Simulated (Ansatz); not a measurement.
## PbSe: pressure and energy above relaxed cell as volume per atom varies

All results are calculated (Ansatz 0.2.0). Plane-wave density functional theory, PAW datasets, Gaussian smearing 0.05 eV: one cell in which all forces lie under 0.002 eV/angstrom; stress (xx yy zz yz xz xy) and pressure positive in compression; site moments are of spin alone; formation energy from the elements run alike, uncorrected.

Cell of the first row (space group Fm-3m, No. 225):
```
PbSe
1.0
      0.0000     3.0102     3.0102
      3.0102     0.0000     3.0102
      3.0102     3.0102     0.0000
Pb Se
1 1
Direct
  0.50000 0.50000 0.50000
  0.00000 0.00000 0.00000
```

Settings of every row: paw set soft_2; functional PBEsol; spin treatment none; moment partition spheres; spin axis none; wave cutoff 420 eV; k mesh 10x10x10; SCF start atoms; lower state search light; symmetry use detected.

Atom first moment, atom hubbard u: 0 on all atoms.

Limits: formation energy without spin-orbit coupling on heavy elements.

```
row  volume per atom (Å³)  pressure (GPa)  energy above relaxed cell (meV per atom)  formation energy (eV per atom)
  1                27.277           2.367                                      8.19                         -0.5219
  2                27.845           1.129                                      1.98                         -0.5281
  3                28.414           0.000                                         0                         -0.5301
  4                28.797          -0.700                                      0.84                         -0.5293
  5                28.982          -1.018                                      1.84                         -0.5283
  6                    29          -1.049                                      1.95                         -0.5282
  7                 29.55               ?                                         ?                               ?
```

Question: what pressure and energy above relaxed cell should row 7 give?

Worked fit of pressure. Take u = (V_r/V)^(2/3) − 1 with V_r = 28.605 Å³ an atom, which is twice the finite (Eulerian) strain; such expansions in the strain, on which the Birch-Murnaghan equation of state is built, carry the rest volume and the bulk modulus. The shown rows have u = 0.0322, 0.01811, 0.00448, -0.00445, -0.00869, -0.0091. Least squares give pressure = −0.3536 + 78.26 × u + 194.13 × u² GPa; a straight line predicts inner rows, each left out in turn, worse (root mean square 0.041 against 0.0025 GPa). The rows lie off it by -0.001, 0.002, -0.001, -0.002, 0.001, 0.001. The pressure vanishes at u = 0.0045, or V = 28.41 Å³ an atom, and there the bulk modulus at fixed shape and fractions is B = −V dP/dV = (2/3)(1 + u) dP/du = 53.6 GPa. The withheld row has u = -0.02144, so the fit gives −0.3536 + 78.26 × (-0.02144) + 194.13 × (-0.02144)² = -1.942 GPa.

The calculation gave -1.932 GPa. The fit lies 0.010 GPa (0.23 % of the column's range) below it; its largest miss of a shown row is 0.002 GPa. This row lies beyond the range of the fit.

Worked fit of energy above relaxed cell. Take u = (V_r/V)^(2/3) − 1 with V_r = 28.605 Å³ an atom, which is twice the finite (Eulerian) strain; such expansions in the strain, on which the Birch-Murnaghan equation of state is built, carry the rest volume and the bulk modulus. The shown rows have u = 0.0322, 0.01811, 0.00448, -0.00445, -0.00869, -0.0091. Least squares give energy above relaxed cell = 0.209 − 94.83 × u + 10642 × u² meV per atom; a straight line predicts inner rows, each left out in turn, worse (root mean square 2.2 against 0.0042 meV per atom). All shown rows lie on it to the printed digit. Its lowest point lies at u = 0.0045, or V = 28.41 Å³ an atom, and the curvature there gives the bulk modulus at fixed shape and fractions, B = (4/9)(1 + u)² E″(u)/V = 53.8 GPa. The withheld row has u = -0.02144, so the fit gives 0.209 − 94.83 × (-0.02144) + 10642 × (-0.02144)² = 7.13 meV per atom.

The calculation gave 7.1 meV per atom. The fit lies 0.03 meV per atom (0.37 % of the column's range) above it; its largest miss of a shown row is 0.00 meV per atom. This row lies beyond the range of the fit.

The other values of row 7: formation energy -0.523 eV per atom.
